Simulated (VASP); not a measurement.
# Sb (R-3m) in VASP: notebook, part 2 of 2

VASP 6.6.1. Earlier steps stand in the parts before.

### 3 Relaxation of cell and atoms, LDA

This run uses another cell than the first one, of 30.21 Å³/atom, 0.951 times its volume.

INCAR reads:

```
SYSTEM = Sb
ALGO = Normal
EDIFF = 1E-6
EDIFFG = -0.01
ENCUT = 600
IBRION = 2
ISIF = 3
ISMEAR = 1
LASPH = .TRUE.
LCHARG = .FALSE.
LREAL = .FALSE.
LWAVE = .FALSE.
NELM = 80
NSW = 90
PREC = Accurate
SIGMA = 0.1
```

KPOINTS reads:

```
k-points
0
G
  12 12 10
  0 0 0
```

POSCAR reads:

```
Sb
1.0
    2.1542000000      1.2437279500      3.7580000000
   -2.1542000000      1.2437279500      3.7580000000
    0.0000000000     -2.4874559000      3.7580000000
Sb
2
Direct
    0.2334900000      0.2334900000      0.2334900000
    0.7665100000      0.7665100000      0.7665100000
```

Potentials or basis: VASP PAW LDA potentials, release 64 (Sb).

Started as:

```bash
> cat potpaw_LDA.64/Sb/POTCAR > POTCAR
> mpirun -np 1 vasp_std > vasp.out
```

OUTCAR:

```text
SYSTEM = Sb
   EDIFF = 1E-6
   EDIFFG = -0.01
   ENCUT = 600
   IBRION = 2
   ISIF = 3
   ISMEAR = 1
   LASPH = .TRUE.
   LREAL = .FALSE.
   NELM = 80
   NSW = 90
   PREC = Accurate

 ion  position               nearest neighbor table
   1  0.233  0.233  0.233-   2 2.91   2 2.91   2 2.91   2 3.35   2 3.35   2 3.35
   2  0.767  0.767  0.767-   1 2.91   1 2.91   1 2.91   1 3.35   1 3.35   1 3.35

  LATTYP: Found a trigonal (rhomboedric) cell.
 ALAT       =     4.5066618304
 COS(alpha) =     0.5430253623

  Lattice vectors:

 A1 = (   2.1542000000,   1.2437279500,   3.7580000000)
 A2 = (  -2.1542000000,   1.2437279500,   3.7580000000)
 A3 = (   0.0000000000,  -2.4874559000,   3.7580000000)

Analysis of symmetry for initial positions (statically):
=====================================================================
 Subroutine PRICEL returns:
 Original cell was already a primitive cell.

 Routine SETGRP: Setting up the symmetry group for a
 trigonal (rhombohedral) supercell.

 Subroutine GETGRP returns: Found 12 space group operations
 (whereof 12 operations were pure point group operations)
 out of a pool of 12 trial point group operations.

The static configuration has the point symmetry D_3d.

Analysis of symmetry for dynamics (positions and initial velocities):
=====================================================================
 Subroutine PRICEL returns:
 Original cell was already a primitive cell.

 Routine SETGRP: Setting up the symmetry group for a
 trigonal (rhombohedral) supercell.

 Subroutine GETGRP returns: Found 12 space group operations
 (whereof 12 operations were pure point group operations)
 out of a pool of 12 trial point group operations.

The dynamic configuration has the point symmetry D_3d.

 Subroutine INISYM returns: Found 12 space group operations
 (whereof 12 operations are pure point group operations),
 and found     1 'primitive' translations

----------------------------------------------------------------------------------------

                                     Primitive cell

  volume of cell :      60.4115

  direct lattice vectors                    reciprocal lattice vectors
     2.154200000  1.243727950  3.758000000     0.232104726  0.134005726  0.088699663
    -2.154200000  1.243727950  3.758000000    -0.232104726  0.134005726  0.088699663
     0.000000000 -2.487455900  3.758000000     0.000000000 -0.268011452  0.088699663

  length of vectors
     4.506661830  4.506661830  4.506661830     0.282307932  0.282307932  0.282307932

  position of ions in fractional coordinates (direct lattice)
     0.233490000  0.233490000  0.233490000
     0.766510000  0.766510000  0.766510000

  ion indices of the primitive-cell ions
   primitive index   ion index
                 1           1
                 2           2

----------------------------------------------------------------------------------------

 KPOINTS: k-points

Automatic generation of k-mesh.
 Grid dimensions read from file:
 generate k-points for:   12   12   10

 Generating k-lattice:

  Cartesian coordinates                     Fractional coordinates (reciprocal lattice)
     0.019342060  0.011167144  0.007391639     0.083333333 -0.000000000  0.000000000
    -0.019342060  0.011167144  0.007391639    -0.000000000  0.083333333  0.000000000
     0.000000000 -0.026801145  0.008869966     0.000000000  0.000000000  0.100000000
[... 72 lines left out ...]
   ICHARG =      2    charge: 1-file 2-atom 10-const
   ISPIN  =      1    spin polarized calculation?
   LNONCOLLINEAR =      F non collinear calculations
   LSORBIT =      F    spin-orbit coupling
   LASPH  =      T    aspherical Exc in radial PAW
   ENCUT  =  600.0 eV  44.10 Ry    6.64 a.u.   9.00  9.00  9.00*2*pi/ulx,y,z
   NELM   =     80;   NELMIN=  2; NELMDL= -5     # of ELM steps
   EDIFF  = 0.1E-05   stopping-criterion for ELM
   LREAL  =      F    real-space projection
   EDIFFG = -.1E-01   stopping-criterion for IOM
   NSW    =     90    number of steps for IOM
   IBRION =      2    ionic relax: 0-MD 1-quasi-New 2-CG
   NFREE  =      1    steps in history (QN), initial steepest desc. (CG)
   ISIF   =      3    stress and relaxation
   ISYM   =      2    0-nonsym 1-usesym 2-fastsym
   POTIM  = 0.5000    time-step for ionic-motion
   TEBEG  =    0.0;   TEEND  =   0.0 temperature during run
   PSTRESS=    0.0 pullay stress
   NELECT =      10.0000    total number of electrons
   NUPDOWN=      -1.0000    fix difference up-down
   EMIN   =  10.00;   EMAX   =-10.00  energy-range for DOS
   EFERMI =   0.00;   METHOD = LEGACY
   ISMEAR =     1;   SIGMA  =   0.10  broadening in eV -4-tet -1-fermi 0-gaus
   EFERMI_NEDOS =   21; number of points for ismear=-14 and -15
   IALGO  =     38    algorithm
   IMIX   =      4    mixing-type and parameters
     AMIX     =   0.40;   BMIX     =  1.00
     AMIX_MAG =   1.60;   BMIX_MAG =  1.00
  volume/ion in A,a.u.               =      30.21       203.84
  Fermi-wavevector in a.u.,A,eV,Ry     =   0.898880  1.698637 10.993305  0.807985
  Thomas-Fermi vector in A             =   2.021644
   LORBIT       =      0    0 simple, 1 ext, 2 COOP (PROOUT), +10 PAW based schemes
   GGA     = CA    functional components
   LHFCALC =     F    Hartree Fock is set to
   AEXX    =    0.0000 exact exchange contribution
   IVDW    =     0    specifies the selected vdW correction
   LEPSILON=     F    determine dielectric tensor
   LRPA    =     F    only Hartree local field effects (RPA)
 conjugate gradient relaxation of ions
 non-spin polarized calculation
 Methfessel and Paxton  Order N= 1 SIGMA  =   0.10
  energy-cutoff  :      600.00
  volume of cell :       60.41
 maximum number of plane-waves:      2042
   NGX = 17   NGY = 17   NGZ = 17

--------------------------------------- Ionic step        1  -------------------------------------------

 number of electron      10.0000000 magnetization

 Free energy of the ion-electron system (eV)
  ---------------------------------------------------
  ext. energy  EPLUGINS =         0.00000000
  ---------------------------------------------------
  free energy    TOTEN  =        -9.61424562 eV

  energy without entropy =       -9.61444032  energy(sigma->0) =       -9.61431052

------------------------ aborting loop because EDIFF is reached ----------------------------------------

  FORCE on cell =-STRESS in cart. coord.  units (eV):
  Direction    XX          YY          ZZ          XY          YZ          ZX
  --------------------------------------------------------------------------------------
  -------------------------------------------------------------------------------------
  Total       -0.2852942     -0.2852942     -0.4460844      0.0000000      0.0000000      0.0000000
  in kB       -7.5663090     -7.5663090    -11.8306377      0.0000000      0.0000000      0.0000000
  external PRESSURE =      -8.9877519 kB  Pullay stress =       0.0000000 kB
[... 275 lines left out ...]
--------------------------------------- Ionic step        9  -------------------------------------------

 number of electron      10.0000000 magnetization

 Free energy of the ion-electron system (eV)
  ---------------------------------------------------
  ext. energy  EPLUGINS =         0.00000000
  ---------------------------------------------------
  free energy    TOTEN  =        -9.62651140 eV

  energy without entropy =       -9.62692427  energy(sigma->0) =       -9.62664903

 E-fermi :   7.4604     XC(G=0):  -9.8696

 val. band max:        7.4470611937   @ k =  -0.4167   0.4167   0.5000
 cond. band min:       7.4791386113   @ k =   0.0833   0.0833   0.4000
 fundamental gap:      0.0320774176
 Fermi energy:         7.4603799568

 k-point     1 :       0.0000    0.0000    0.0000
  band No.  band energies     occupation
      1      -5.3763      2.00000
      2       2.8469      2.00000
      3       5.5346      2.00000
      4       5.6708      2.00000
      5       5.6708      2.00000
      6       9.9199      0.00000
      7      10.3787      0.00000
      8      10.3787      0.00000
      9      12.4324      0.00000
[... 265 lines left out ...]
 k-point    24 :      -0.4167    0.1667   -0.0000
  band No.  band energies     occupation
      1      -2.7650      2.00000
      2      -2.0891      2.00000
      3       3.7782      2.00000
      4       5.3632      2.00000
      5       5.8068      2.00000
      6       8.4538     -0.00000
      7       8.9071     -0.00000
      8      10.6979      0.00000
      9      14.1471      0.00000

 [... further k-points ...]

------------------------ aborting loop because EDIFF is reached ----------------------------------------

  FORCE on cell =-STRESS in cart. coord.  units (eV):
  Direction    XX          YY          ZZ          XY          YZ          ZX
  --------------------------------------------------------------------------------------
  -------------------------------------------------------------------------------------
  Total        0.0016235      0.0016235     -0.0034891      0.0000000      0.0000000      0.0000000
  in kB        0.0445397      0.0445397     -0.0957199      0.0000000      0.0000000      0.0000000
  external PRESSURE =      -0.0022135 kB  Pullay stress =       0.0000000 kB
[... 17 lines left out ...]
  FREE ENERGIE OF THE ION-ELECTRON SYSTEM (eV)
  ---------------------------------------------------
  free  energy   TOTEN  =        -9.6265114030 eV

  energy  without entropy=       -9.6269242698  energy(sigma->0) =       -9.62664903

 reached required accuracy - stopping structural energy minimisation
```

CONTCAR:

```text
Sb
   1.00000000000000
     2.1499439913907796    1.2412707422830853    3.6473172948296244
    -2.1499439913907796    1.2412707422830853    3.6473172948296244
    -0.0000000000000000   -2.4825414845661706    3.6473172948296244
  Sb
     2
Direct
     0.2367028076213303    0.2367028076213303    0.2367028076213303
     0.7632971923786697    0.7632971923786697    0.7632971923786697

  0.00000000E+00  0.00000000E+00  0.00000000E+00
  0.00000000E+00  0.00000000E+00  0.00000000E+00
```

It took 4.6 min on 1 thread of Intel Xeon 6975P-C (Granite Rapids), shared host; peak memory 0.37 GiB.

What came out:

```yaml
Free_energy: -9.6265 eV
Relaxed_volume: 29.20 Å³/atom
Relaxed_cell: a = 4.412 Å, b = 4.412 Å, c = 4.412 Å, α = 58.33°, β = 58.33°, γ = 58.33°
Space_group_after_relaxing_to_0.05_Å: R-3m (No. 166)
Energy_gained_by_relaxing: 6.1 meV/atom
Ionic_steps: 9
Pressure_after_relaxing: 0.0 GPa
Largest_force_after_relaxing: 0.005 eV/Å
Band_gap_on_the_k_mesh: none (metal or under the smearing width)
```

Forces in eV/Å, atoms in the order of the input:
```
Sb   0.000  0.000  0.005
Sb   0.000  0.000 -0.005
```

The path:
```
step  energy change (eV)  largest force (eV/Å)  pressure (GPa)  volume (Å³)
   1              0.0000                0.1250           -0.90        60.41
   2             -0.0050                0.2004            0.38        58.94
   3             -0.0050                0.1980            0.34        58.99
   4             -0.0096                0.1078            0.23        58.69
   5             -0.0120                0.0157            0.14        58.23
   6             -0.0120                0.0114            0.14        58.24
   7             -0.0122                0.0157           -0.16        58.54
   8             -0.0122                0.0145           -0.07        58.45
   9             -0.0123                0.0048            0.00        58.40
```

Final structure:
```
Sb
1.0
     2.14994    1.24127    3.64732
    -2.14994    1.24127    3.64732
     0.00000   -2.48254    3.64732
Sb
2
Cartesian
  0.0000 0.0000 2.5900
  0.0000 0.0000 8.3520
```

Levels at points of the mesh, in eV from the Fermi level:
```
           k point  band 3  band 4  band 5  band 6  band 7  band 8
(0.00, 0.00, 0.00)   -1.93   -1.79   -1.79    2.46    2.92    2.92
(0.50, 0.00, 0.00)   -1.67   -1.49   -0.26   -0.11    0.28    0.29
(0.50, 0.50, 0.00)   -5.63   -3.78   -3.74    1.66    5.19    5.56
(0.50, 0.50, 0.50)   -1.19   -1.19   -0.40   -0.04   -0.04    0.99
```
